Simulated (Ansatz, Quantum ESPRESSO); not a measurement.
## Equation of state of rock salt GaAs

How stiff is rock salt GaAs under hydrostatic load? Each row relaxes cell and atoms at a set pressure. The symmetry of the cell is held, so distortions that would lower it, which this phase may prefer, aren't tested. The phase is followed to these pressures whether or not it stays the stable one.

Calculated with Ansatz 0.2.0, PBEsol, PAW files of the set soft_1, cutoff 600 eV, Fermi–Dirac smearing 0.05 eV, k-mesh 14×14×14, no spin polarisation, no spin-orbit coupling.

Reference cell, relaxed at zero pressure with PBEsol (Fm-3m): a = 3.7501 Å, b = 3.7501 Å, c = 3.7501 Å, α = 60.00°, β = 60.00°, γ = 60.00°.

```
atom       x       y       z
  As  0.5000  0.5000  0.5000
  Ga  0.0000  0.0000  0.0000
```

```
V (Å³/atom)    V/V0  P (GPa)  E − E0 (meV/atom)
    17.6664  0.9475    4.996               14.4
    16.9160  0.9072   10.000               49.1
    16.3093  0.8747   14.987               96.1
    15.7986  0.8473   19.982              151.7
    14.9713  0.8029   29.996              279.6
```

V0 = 18.6455 Å³ an atom, where the residual pressure P0 is −0.017 GPa. **Question.** Fit the Birch–Murnaghan law and give the pressure and the energy at V = 19.7136 Å³ an atom, a row left out above.

With the Eulerian strain f = ½[(V0/V)^(2/3) − 1] and F = (P − P0)/[3f(1 + 2f)^(5/2)], the third-order law is the line F = B0 + (3/2) B0 (B′ − 4) f.

```csv
f,F (GPa)
0.07878,88.09
0.05839,86.62
0.04667,85.72
0.03352,84.68
0.01831,83.43
```

A straight line through the 5 rows: the means are 0.04713 for f and 85.708 for F, Σ(Δx)² = 0.002145 and ΣΔxΔy = 0.1653, so the slope is 0.1653/0.002145 = 77.078 and the intercept 85.708 − (77.078)(0.04713) = 82.075.

Hence B0 = 82.1 GPa and B′ = 4 + (77.1)/(1.5 × 82.1) = 4.63. For the withheld volume f = −0.01823, F = 80.67 GPa and P = −4.04 GPa, an extrapolation past the fitted rows. The run itself gives −3.99 GPa, so the estimate misses by 0.05 GPa, more than the largest misfit of the fitted rows (0.02 GPa).

Integrating the same law gives E − E0 = (9/2) B0 V0 f²[1 + (B′ − 4) f] + P0(V0 − V), with 1 GPa Å³ = 6.2415 meV: 14.2 meV an atom. The run itself gives 14.1 meV, so the estimate misses by 0.1 meV, a rounding's worth.

The same fit over all rows at other levels or in other programs gives B0 = 83 GPa with PBEsol (Quantum ESPRESSO, GBRV).

[Logs are printed without paths, hosts, clocks, repeated set-up lines and the standing remarks that a program may print on its own settings, such as how far it seeks lower states.]
